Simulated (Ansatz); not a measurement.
# HfSiO4 (Hafnon) (I4_1/amd) in Ansatz: relaxation of cell and atoms with PBE

Aim: the relaxation of cell and atoms of HfSiO4 (Hafnon) with PBE.

Everything below comes from runs of Ansatz 0.2.0. Logs are shortened: lines on timing, memory, paths and dates and some standing lists are left out, and cuts for length are marked.

## 1. The crystal as given

It takes space group I4_1/amd (No. 141, tetragonal). The conventional cell has a = 6.572 Å, b = 6.572 Å, c = 5.963 Å, α = 90.00°, β = 90.00°, γ = 90.00°. Hf (site symmetry -4m2) is surrounded by 8 O at 2.11 to 2.26 Å. Si (site symmetry -4m2) has 4 O at 1.62 Å as nearest neighbours. Around O (site symmetry m) lie 1 Si at 1.62 Å.

## 2. Relaxation of cell and atoms, PBE, target pressure 5 GPa, at which the enthalpy is minimised

Input file input.yaml:

```yaml
crystal:
  lattice:
    - [-3.28625, 3.28625, 2.9816]
    - [3.28625, -3.28625, 2.9816]
    - [3.28625, 3.28625, -2.9816]
  atoms:
    - { symbol: Hf, position: [0.0, 0.0, 0.0] }
    - { symbol: Hf, position: [0.75, 0.25, 0.5] }
    - { symbol: Si, position: [0.5, 0.5, 0.0] }
    - { symbol: Si, position: [0.25, 0.75, 0.5] }
    - { symbol: O, position: [0.6802, 0.4957, 0.8155] }
    - { symbol: O, position: [0.2457, 0.9302, 0.3155] }
    - { symbol: O, position: [0.6802, 0.8647, 0.1845] }
    - { symbol: O, position: [0.6147, 0.9302, 0.6845] }
    - { symbol: O, position: [0.0698, 0.3853, 0.3155] }
    - { symbol: O, position: [0.5043, 0.3198, 0.1845] }
    - { symbol: O, position: [0.0698, 0.7543, 0.6845] }
    - { symbol: O, position: [0.1353, 0.3198, 0.8155] }
hamiltonian:
  xc: pbe
  pseudopotentials: { kind: paw }
kpoints:
  mp_grid: { grid: [5, 5, 5] }
scf:
  occupations: { method: fermi_dirac, width: 0.05 }
output:
  forces: true
  stress: true
  eigenvalues: true
  write_density: true
  write_potential: true
  elf: true
  volumetric_format: npy
relax:
  f_tol: 0.01
  max_steps: 40
  cell: { stress_tol: 0.05, p_target: 5.0 }
```

Potentials or basis: Ansatz PAW.

On the command line:

```console
$ ansatz run input.yaml --threads 4 --pin off --max-ram 11264MiB --backend cpu --events-out ev --progress --plain --runs-dir out
```

Standard output:

```text
Warning: RAYON_NUM_THREADS=4 ignored (pool sized by the plan → 4); use --threads N
Engine: ansatz 0.2.0, aarch64-unknown-linux-gnu
Pseudopotentials: kind: paw
Pseudopotential: Hf, paw, valence charge 26, recommended cutoff 420 eV (normal), Hf.paw.azcp
Pseudopotential: Si, paw, valence charge 4, recommended cutoff 420 eV (normal), Si.paw.azcp
Pseudopotential: O, paw, valence charge 6, recommended cutoff 420 eV (normal), O.paw.azcp
Functional definition: PBE
  parameter kappa = 0.804
  parameter beta = 0.06672455060314922
  exchange = pbe_x(kappa = kappa, mu = beta*pi^2/3)
  correlation = pbe_c(beta = beta)
Crystal: 12 atoms, lattice volume = 128.798 Å³
Basis set: ecut = 420 eV, 2513 PW (Γ), exchange–correlation on 80×80×80 points (8 copies of the dense FFT grid, shifted against one another)
Bands: 66, of which v1, the nominal top of the filled ones, is band 54 counted from 1 (53 counted from 0)
Symmetry: 16 space group operations
Space group: I41/amd (ITA 141), of the structure as read, at distance tolerance 5.1e-5 Å
k-points: 18 of 125
Non-local potential: Hf, projectors of the file, l = 0: 3, l = 1: 2, l = 2: 2, l = 3: 3
Non-local potential: Si, projectors of the file, l = 0: 2, l = 1: 2, l = 2: 2
Non-local potential: O, projectors of the file, l = 0: 2, l = 1: 2, l = 2: 1
PAW form: soft (Blöchl's): semilocal exchange-correlation on the pseudo side does not see the compensation charge
PAW one-centre angular grid: Hf, 590 points (default); XC on 64 Gauss nodes
PAW one-centre angular grid: Si, 110 points (default); XC on 64 Gauss nodes
PAW one-centre angular grid: O, 110 points (default); XC on 64 Gauss nodes
Initial density: superposition of atomic densities (neutral atoms: chi_scale 0, normalization atom), corrected by the library's trained network
Initial wavefunctions: pseudopotential atomic-orbital guess
Functional: x = pbe(κ = 0.804, μ = 0.2195149727645171), c = pbe(β = 0.06672455060314922)
SCF iter   1: F=—  HF=-37271.652751 eV  |F-HF|=—  |Δ(HF+E_count)|=         —  Δρ=1.99e-3  dr2=3.58e-3  ethr=1.77e-3  ⟨swp⟩=6.3  Hψ=4798  notcnv=0
preconditioner: auto → Resta (q_TF=auto, 2.649 Å⁻¹)  ε∞=4.6  [insulator: Δε(μ)=5.434 eV  Ē_g=17.687 eV  σ=0.050 eV  W_gap=1.00  n_scr=42 (ndim 8)  ℏωp=33.4 eV  f_vac=0.044  D(μ)=0.00/eV (n_scr^D=0)  ε∞_Penn≈4.6]
SCF iter   2: F=—  HF=-37271.654322 eV  |F-HF|=—  |Δ(HF+E_count)|=   1.57e-3  Δρ=1.12e-3  dr2=8.40e-4  ethr=3.32e-6  ⟨swp⟩=2.0  Hψ=2296  notcnv=0  defer=15
SCF iter   3: F=—  HF=-37271.655067 eV  |F-HF|=—  |Δ(HF+E_count)|=   7.45e-4  Δρ=2.98e-4  dr2=1.37e-4  ethr=7.77e-7  ⟨swp⟩=2.1  Hψ=1970  notcnv=0  defer=15
SCF iter   4: F=—  HF=-37271.655090 eV  |F-HF|=—  |Δ(HF+E_count)|=   2.29e-5  Δρ=1.24e-4  dr2=2.44e-5  ethr=1.27e-7  ⟨swp⟩=2.0  Hψ=2082  notcnv=0  defer=15
SCF iter   5: F=—  HF=-37271.655098 eV  |F-HF|=—  |Δ(HF+E_count)|=   7.78e-6  Δρ=5.87e-5  dr2=6.91e-6  ethr=2.26e-8  ⟨swp⟩=2.8  Hψ=1952  notcnv=0  defer=15
SCF iter   6: F=—  HF=-37271.655098 eV  |F-HF|=—  |Δ(HF+E_count)|=   3.25e-7  Δρ=3.03e-5  dr2=1.04e-6  ethr=6.40e-9  ⟨swp⟩=2.0  Hψ=2080  notcnv=0  defer=15
SCF iter   7: F=—  HF=-37271.655099 eV  |F-HF|=—  |Δ(HF+E_count)|=   1.95e-7  Δρ=1.19e-5  dr2=1.46e-7  ethr=9.66e-10  ⟨swp⟩=2.0  Hψ=1940  notcnv=0  defer=15
SCF iter   8: F=-37271.655099 eV  HF=-37271.655099 eV  |F-HF|=2.84e-9  |Δ(HF+E_count)|=   3.81e-8  Δρ=1.78e-6  dr2=3.76e-9  ethr=9.26e-11  ⟨swp⟩=13.3  Hψ=8084  notcnv=0
SCF 1 converged in 8 iterations: F = -37271.655099 eV  dr2 = 3.76e-9
relax step   1: F+E_penalty+E_count = -37271.65509861 eV  Δ(F+E_penalty+E_count) = +0.000e0 eV  max|allowed force component| = 2.729e-1 eV/Å  Δτ_max = 0.0000 Å  P = +7.496 GPa  Ω = 128.798 Å³  (8 SCF iters, dr2 threshold 1.00e-7 eV, accepted)
Crystal: 12 atoms, lattice volume = 129.513 Å³
Basis set: ecut = 420 eV, 2529 PW (Γ), exchange–correlation on 80×80×80 points (8 copies of the dense FFT grid, shifted against one another)
[... 61 lines left out ...]
relax step   7: F+E_penalty+E_count = -37271.70227795 eV  Δ(F+E_penalty+E_count) = -6.626e-4 eV  max|allowed force component| = 5.348e-5 eV/Å  Δτ_max = 0.0008 Å  P = +4.999 GPa  Ω = 129.844 Å³  energy of the carried Pulay correction = -1.093e-4 eV  (5 SCF iters, dr2 threshold 1.14e-8 eV, accepted)
iter 1 solved again at ethr=3.71e-7 eV; its pass at ethr=3.10e-3 eV (dr2=4.01e-4 eV) is discarded
SCF iter   1: F=—  HF=-37271.702445 eV  |F-HF|=—  |Δ(HF+E_count)|=         —  Δρ=6.06e-6  dr2=2.23e-8  ethr=3.71e-7  ⟨swp⟩=3.1  Hψ=8035  notcnv=0
eigensolver tolerance schedule: the retry pair's looser diagonalisation over-reported the residual by 17947.17 of it (diagonalisation noise at an unbounded share of the residual, at the tolerance the schedule requests for it); recorded, not acted on — ethr = c·dr2/N_el stays at c = 1.0e-1
SCF iter   2: F=—  HF=-37271.702456 eV  |F-HF|=—  |Δ(HF+E_count)|=   1.13e-5  Δρ=2.56e-6  dr2=5.04e-9  ethr=2.07e-11  ⟨swp⟩=3.1  Hψ=2979  notcnv=0
SCF iter   3: F=—  HF=-37271.702456 eV  |F-HF|=—  |Δ(HF+E_count)|=  4.37e-10  Δρ=1.50e-6  dr2=1.51e-9  ethr=4.67e-12  ⟨swp⟩=2.9  Hψ=2451  notcnv=0
SCF iter   4: F=—  HF=-37271.702456 eV  |F-HF|=—  |Δ(HF+E_count)|=   1.66e-9  Δρ=5.59e-7  dr2=2.90e-10  ethr=1.40e-12  ⟨swp⟩=2.0  Hψ=2014  notcnv=0
SCF iter   5: F=-37271.702456 eV  HF=-37271.702456 eV  |F-HF|=0.00e0  |Δ(HF+E_count)|=  8.73e-11  Δρ=3.17e-7  dr2=8.62e-11  ethr=1.00e-12  ⟨swp⟩=7.1  Hψ=6107  notcnv=0
SCF 8 converged in 5 iterations: F = -37271.702456 eV  dr2 = 8.62e-11
relax step   8: F+E_penalty+E_count = -37271.70245584 eV  Δ(F+E_penalty+E_count) = -1.779e-4 eV  max|allowed force component| = 6.522e-5 eV/Å  Δτ_max = 0.0000 Å  P = +5.000 GPa  Ω = 129.844 Å³  stress off target by 7.76e-4 GPa  SCF on the basis re-selected at this cell (its energy is not comparable with the rows above)  (5 SCF iters)
basis re-selected at this cell: Δ(F+E_penalty+E_count) = -1.779e-4 eV, ΔP = +0.001 GPa vs the last step (what re-selecting the basis moved, of the pressure what is left beyond the Pulay correction that the steps carried, after the strain that the cell walked since its last selection, with what the two solves' SCF thresholds leave and, on support functions, any second-order correction that the steps lacked; it is no measure of the basis error at this ecutwfc). This SCF's stress stands 7.76e-4 GPa from its target on what of the cell is left free (relax.cell.stress_tol is 5.00e-2 GPa) and its largest allowed force component is 6.52e-5 eV/Å (relax.f_tol is 1.00e-2 eV/Å): within both
SCF converged after 5 iterations
Free energy (F): -37271.702456 eV
Harris-Foulkes:  -37271.702456 eV  (|F-HF|=0.00e0)
Internal energy: -37271.702456 eV  (E = F + TS)
E sigma→0 (E₀):  -37271.702456 eV
Fermi energy:    12.646930 eV
--- Per-component energies (eV) ---
  E_band       = -217.452712
  E_kinetic    = 2348.536401
  E_local      = -15999.906236  (includes V_loc(G=0)·N_el)
  E_nonlocal   = -2052.945374
  E_hartree    = 7157.263337
  E_xc         = -1305.011150
  E_vxc        = -1385.129183  (∫ρ·V_xc dr)
  E_paw        = -16147.727607  (= ΣΔE_a)
  E_vpaw       = 2557.444636  (= ΣTr[D̂ρ^β])
  E_aug_tail   = 0.020002  (compensation charges beyond the density's cutoff)
  E_ewald      = -11271.931827
  E_smearing   = -0.000000  (= −TS)
  E_closure    = -0.000000  (closes the sum)
  Σ components = -37271.702456   (vs F -37271.702456, Δ=0.00e0)
--- Forces (eV/Å), atoms counted from 1 ---
  atom   1  Hf     0.00000000    -0.00000000     0.00000000
  atom   2  Hf    -0.00000000    -0.00000000     0.00000000
  atom   3  Si     0.00000000     0.00000000     0.00000000
  atom   4  Si     0.00000000     0.00000000     0.00000000
  atom   5  O     -0.00006022     0.00000000     0.00006522
  atom   6  O     -0.00000000    -0.00006022     0.00006522
  atom   7  O      0.00006022     0.00000000     0.00006522
  atom   8  O      0.00000000     0.00006022     0.00006522
  atom   9  O     -0.00006022     0.00000000    -0.00006522
  atom  10  O      0.00000000     0.00006022    -0.00006522
  atom  11  O      0.00006022    -0.00000000    -0.00006522
  atom  12  O      0.00000000    -0.00006022    -0.00006522
  max |Σ_I F_I| component: 1.01e-17 eV/Å
--- Stress (GPa, compression-positive) ---
        4.999224       0.000000       0.000000
        0.000000       4.999224      -0.000000
       -0.000000       0.000000       5.000548
  P = ⅓ Tr σ = 4.9997 GPa (49.997 kbar)
--- Band table (eV; the first three rows and the last of 18) ---
  k-point 0: bands = ["-50.3995", "-50.3912", "-19.2224", "-19.2224", "-19.1432", "-19.1312", "-19.0439", "-19.0439", "-9.1753", "-8.1384", "-7.3478", "-7.2258", "-6.7609", "-6.7609", "-6.7012", "-6.7012", "-0.2915", "-0.2870", "-0.2825", "-0.2825", "-0.2675", "-0.2675", "-0.2639", "-0.2616", "-0.2613", "-0.2596", "-0.2510", "-0.2510", "-0.2493", "-0.2493", "2.2899", "3.8867", "4.1902", "4.6716", "4.6716", "5.4339", "5.6953", "5.8985", "6.7025", "6.9018", "6.9018", "7.0966", "7.5348", "7.5348", "8.4007", "8.4007", "9.1600", "9.1600", "9.1897", "9.2960", "9.4056", "9.4056", "9.4256", "9.9654", "15.7913", "16.0781", "16.1137", "16.2155", "16.2155", "17.0816", "17.2474", "17.3246", "17.3246", "18.1567", "19.2311", "19.7503"]
  k-point 1: bands = ["-50.3987", "-50.3920", "-19.2287", "-19.2067", "-19.1548", "-19.1187", "-19.0624", "-19.0385", "-9.0362", "-8.1618", "-7.2921", "-7.1936", "-6.8394", "-6.8296", "-6.8092", "-6.7598", "-0.2938", "-0.2875", "-0.2848", "-0.2790", "-0.2742", "-0.2677", "-0.2656", "-0.2650", "-0.2637", "-0.2622", "-0.2616", "-0.2512", "-0.2476", "-0.2452", "2.6165", "4.1375", "4.4362", "4.6021", "4.6907", "5.7262", "5.9212", "6.1109", "6.1511", "6.3601", "7.1016", "7.2733", "7.3641", "7.4364", "8.3572", "8.5108", "8.8917", "9.0265", "9.0688", "9.1437", "9.1754", "9.2834", "9.4269", "9.8034", "15.6524", "15.7663", "16.1197", "16.1956", "16.7373", "17.0927", "17.1592", "17.4498", "17.6195", "18.7224", "19.5338", "19.7677"]
  k-point 2: bands = ["-50.3966", "-50.3940", "-19.2239", "-19.1958", "-19.1643", "-19.1093", "-19.0758", "-19.0451", "-8.6831", "-8.3201", "-7.1545", "-7.1144", "-7.0170", "-6.9901", "-6.9167", "-6.8997", "-0.2937", "-0.2928", "-0.2868", "-0.2848", "-0.2798", "-0.2745", "-0.2745", "-0.2696", "-0.2630", "-0.2626", "-0.2582", "-0.2489", "-0.2475", "-0.2459", "3.4204", "4.2189", "4.7899", "4.9217", "5.0507", "5.5034", "5.5367", "5.8482", "6.4495", "6.5653", "6.7766", "7.1498", "7.5787", "7.5868", "7.6741", "8.2887", "8.6082", "8.7701", "8.8186", "9.0565", "9.0953", "9.1500", "9.3638", "9.4769", "15.4469", "15.4603", "16.3006", "16.3379", "16.7153", "16.7790", "17.6703", "17.9041", "18.3462", "19.2181", "19.4395", "19.4733"]
  k-point 17: bands = ["-50.3957", "-50.3949", "-19.2347", "-19.2293", "-19.1494", "-19.1265", "-19.0404", "-19.0334", "-8.6339", "-8.5305", "-7.3541", "-7.3530", "-6.8766", "-6.8017", "-6.7328", "-6.6748", "-0.2949", "-0.2860", "-0.2852", "-0.2781", "-0.2741", "-0.2726", "-0.2702", "-0.2651", "-0.2631", "-0.2622", "-0.2564", "-0.2550", "-0.2517", "-0.2434", "3.0724", "3.2956", "4.7506", "4.7970", "5.1126", "5.4237", "6.0942", "6.3477", "6.7046", "6.8996", "6.9150", "6.9470", "7.9676", "8.1161", "8.2051", "8.2222", "8.4415", "8.5011", "8.6652", "8.7783", "8.8932", "8.9816", "9.0366", "9.1349", "16.0753", "16.1261", "16.5765", "16.6564", "16.6993", "16.7201", "17.3129", "17.4243", "18.3394", "18.4830", "19.4418", "19.7156"]
--- Relaxed structure (6 steps of the walk, 6 accepted, 2 SCFs on fresh bases) ---
  F+E_penalty+E_count = -37271.70245584 eV   max|allowed force component| = 6.522e-5 eV/Å   (the final SCF, on the basis selected at the relaxed cell)
  cell:  # Å, volume = 129.8441 Å³
    - [-3.293846038641647, 3.293846038641647, 2.9919591131519216]
    - [3.293846038641647, -3.293846038641647, 2.9919591131519216]
    - [3.293846038641647, 3.293846038641647, -2.9919591131519216]
  atoms:
    - { symbol: Hf, position: [1.578106992628976e-20, 2.0343706428423076e-21, 1.0997359426757881e-20] }
    - { symbol: Hf, position: [0.75, 0.24999999999999997, 0.49999999999999994] }
    - { symbol: Si, position: [0.5, 0.5, 1.0997359426757942e-20] }
    - { symbol: Si, position: [0.24999999999999997, 0.75, 0.49999999999999994] }
    - { symbol: O, position: [0.6807574675025667, 0.49572598653791355, 0.8149685190353468] }
    - { symbol: O, position: [0.24572598653791344, 0.9307574675025667, 0.3149685190353468] }
    - { symbol: O, position: [0.6807574675025665, 0.8657889484672197, 0.1850314809646532] }
    - { symbol: O, position: [0.6157889484672199, 0.9307574675025667, 0.6850314809646532] }
    - { symbol: O, position: [0.06924253249743333, 0.3842110515327802, 0.31496851903534684] }
    - { symbol: O, position: [0.5042740134620864, 0.3192425324974333, 0.1850314809646532] }
    - { symbol: O, position: [0.0692425324974334, 0.7542740134620864, 0.685031480964653] }
    - { symbol: O, position: [0.13421105153278026, 0.3192425324974334, 0.8149685190353468] }
```

It took 19 s on 4 threads of Arm Neoverse V2, shared host; peak memory 0.6 GiB.

Results:

* Free energy: -37271.7025 eV
* Relaxed volume: 10.82 Å³/atom
* Relaxed cell: a = 5.536 Å, b = 5.536 Å, c = 5.536 Å, α = 106.98°, β = 106.98°, γ = 114.57°
* Space group after relaxing (to 0.05 Å): I4_1/amd (No. 141)
* Energy change on relaxing (the enthalpy is what falls): -3.9 meV/atom
* Ionic steps: 8
* Pressure after relaxing: 5.0 GPa
* Band gap on the k mesh: 5.44 eV, indirect (least direct gap 5.81 eV)

Step by step:
| step | energy change (eV) | largest force (eV/Å) | volume (Å³) |
| --- | --- | --- | --- |
| 1 | 0.0000 | 0.3355 | 128.80 |
| 2 | -0.0296 | 0.2045 | 129.51 |
| 3 | -0.0402 | 0.0117 | 129.77 |
| 4 | -0.0417 | 0.0062 | 129.83 |
| 5 | -0.0416 | 0.0099 | 129.82 |
| 6 | -0.0465 | 0.0099 | 129.82 |
| 7 | -0.0472 | 0.0001 | 129.84 |
| 8 | -0.0474 | 0.0001 | 129.84 |

Final structure:
```
Hf Si O
1.0
    -3.29385    3.29385    2.99196
     3.29385   -3.29385    2.99196
     3.29385    3.29385   -2.99196
Hf Si O
2 2 8
Direct
  0.00000 0.00000 0.00000
  0.75000 0.25000 0.50000
  0.50000 0.50000 0.00000
  0.25000 0.75000 0.50000
  0.68076 0.49573 0.81497
  0.24573 0.93076 0.31497
  0.68076 0.86579 0.18503
  0.61579 0.93076 0.68503
  0.06924 0.38421 0.31497
  0.50427 0.31924 0.18503
  0.06924 0.75427 0.68503
  0.13421 0.31924 0.81497
```

Caveat: odd divisions of the mesh miss points on the zone boundary, where band edges often lie, so the gap on the mesh can be too wide; the plane-wave basis is chosen anew once the cell has moved, so the energies of steps on either side of that aren't comparable; the pressure holds a Pulay correction of +0.7 GPa for the finite cutoff; spin-orbit coupling is left out, which moves the levels of the heavy elements. Zero-point motion and thermal expansion aren't in these numbers.
